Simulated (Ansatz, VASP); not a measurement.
AlN: VASP beside Ansatz

```
Al N
1.0
     0.00000    1.97800    1.91866
     1.97800    0.00000    1.91866
     1.97800    1.97800    0.00000
Al N
1 1
Direct
  0.00000 0.00000 0.00000
  0.50000 0.50000 0.50000
```

Change from the starting cell: zz strain of -3 %.

Alike in both runs: task single point; functional PBE; k mesh 10 × 10 × 10; occupations fermi-dirac, width 0.02 eV; no spin polarisation.

|  | VASP | Ansatz |
| --- | --- | --- |
| version | VASP 6.6.1 | Ansatz 0.2.0 |
| potentials or method | VASP PAW PBE potentials, release 64 (Al, N), cutoff 520 eV | all-electron LAPW, scalar-relativistic |

VASP gave:

| Quantity | Value |
| --- | --- |
| gap on the k mesh at the Fermi level (eV) | 4.84 |
| pressure (GPa) | 37.0 |
| largest component of the traceless stress (GPa) | 10.33 |

Question: What did Ansatz give for the same quantities?

Answer: gap on the k mesh at the Fermi level (eV): 4.85; pressure (GPa): 37.3; largest component of the traceless stress (GPa): 10.35.

Ansatz ran all-electron here, so the differences hold the error of VASP's frozen core and of both bases.

Caveats: so large a pressure means that the cell lies far from this level's equilibrium, or that cutoff or potentials fall short (VASP). A k mesh can miss the band edges.
